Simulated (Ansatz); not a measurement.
Sb$_{2}$Te$_{3}$:
Space group R-3m, hexagonal axes (No. 166); a = b = 4.2888 Å, c = 31.1313 Å, α = β = 90.00°, γ = 120.00°

```json
[
 {"atom": "Sb", "site": "6c", "symmetry": "3m", "x": "0.0000", "y": "0.0000", "z": "0.3969"},
 {"atom": "Te", "site": "6c", "symmetry": "3m", "x": "0.0000", "y": "0.0000", "z": "0.2154"},
 {"atom": "Te", "site": "3a", "symmetry": "-3m", "x": "0.0000", "y": "0.0000", "z": "0.0000"}
]
```
(The calculation used a cell of 5 atoms; values per cell refer to that cell.)

Relaxed with r²SCAN+D4. 

HSE06 on this cell (Ansatz, an electronic-structure program, PAW) gives a gap of 0.46 eV. What does r²SCAN+D4 give?

0.34 eV.

Cost on shared cores: the r²SCAN+D4 run (SCF on a 8×8×8 mesh, then bands and DOS) around 3 core-minutes (rough), the HSE06 run (SCF on 5×5×5, then a few points) very roughly 15 core-minutes; the tasks are unlike.

The cell was relaxed with r²SCAN+D4 under the symmetry of its start. Scalar-relativistic: spin–orbit coupling is off unless named, which matters more the heavier the elements.

Potentials: the later of the program's two PAW sets.

Ansatz is a plane-wave DFT program.
